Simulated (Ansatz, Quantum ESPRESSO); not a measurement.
**BP (zinc blende): bulk modulus from a few volumes**

How stiff is zinc blende BP under hydrostatic load? Each row scales the relaxed cell evenly and relaxes the atoms. The phase is followed to these pressures whether or not it stays the stable one.

Calculated with Quantum ESPRESSO 7.5, PBEsol, GBRV 1.5 ultrasoft potentials, cutoff 680 eV, Fermi–Dirac smearing 0.02 eV, k-mesh 11×11×11, no spin polarisation, no spin-orbit coupling.

Reference cell, relaxed at zero pressure with PBEsol (F-43m): a = 3.1963 Å, b = 3.1963 Å, c = 3.1963 Å, α = 60.00°, β = 60.00°, γ = 60.00°.

```
atom       x       y       z
   P  0.7500  0.7500  0.7500
   B  0.0000  0.0000  0.0000
```

```
V (Å³/atom)    V/V0  P (GPa)  E − E0 (meV/atom)
    11.0833  0.9600    7.475               10.6
    11.3142  0.9800    3.564                2.6
    11.7760  1.0200   −3.223                2.3
    12.0069  1.0400   −6.160                9.0
    12.2378  1.0600   −8.829               19.8
```

V0 = 11.5451 Å³ an atom, where the residual pressure P0 is +0.008 GPa. **Question.** Fit the Birch–Murnaghan law and give the pressure and the energy at V = 10.8524 Å³ an atom, a row left out above.

With the Eulerian strain f = ½[(V0/V)^(2/3) − 1] and F = (P − P0)/[3f(1 + 2f)^(5/2)], the third-order law is the line F = B0 + (3/2) B0 (B′ − 4) f.

```
       f  F (GPa)
 0.01379   168.57
 0.00678   169.05
−0.00656   169.75
−0.01290   170.09
−0.01905   170.39
```

A straight line through the 5 rows: the means are −0.003588 for f and 169.57 for F, Σ(Δx)² = 0.0007441 and ΣΔxΔy = −0.04083, so the slope is −0.04083/0.0007441 = −54.865 and the intercept 169.57 − (−54.865)(−0.003588) = 169.37.

Hence B0 = 169.4 GPa and B′ = 4 + (−54.9)/(1.5 × 169.4) = 3.78. For the withheld volume f = 0.02106, F = 168.22 GPa and P = 11.79 GPa, an extrapolation past the fitted rows. The run itself gives 11.78 GPa, so the estimate misses by 0.01 GPa, a rounding's worth.

Integrating the same law gives E − E0 = (9/2) B0 V0 f²[1 + (B′ − 4) f] + P0(V0 − V), with 1 GPa Å³ = 6.2415 meV: 24.3 meV an atom. The run itself gives 24.5 meV, so the estimate misses by 0.2 meV; the fitted rows themselves lie up to 0.2 meV off the law.

The same fit over all rows at other levels or in other programs gives B0 = 170 GPa with PBEsol (Ansatz).

Measured bulk modulus: 174 GPa (arxiv:1505.05714), against 169 GPa here (−3 %).

The calculation is for a static lattice, while measurements hold thermal and zero-point motion.

[Logs are printed without paths, hosts, clocks, repeated set-up lines and the standing remarks that a program may print on its own settings, such as how far it seeks lower states.]
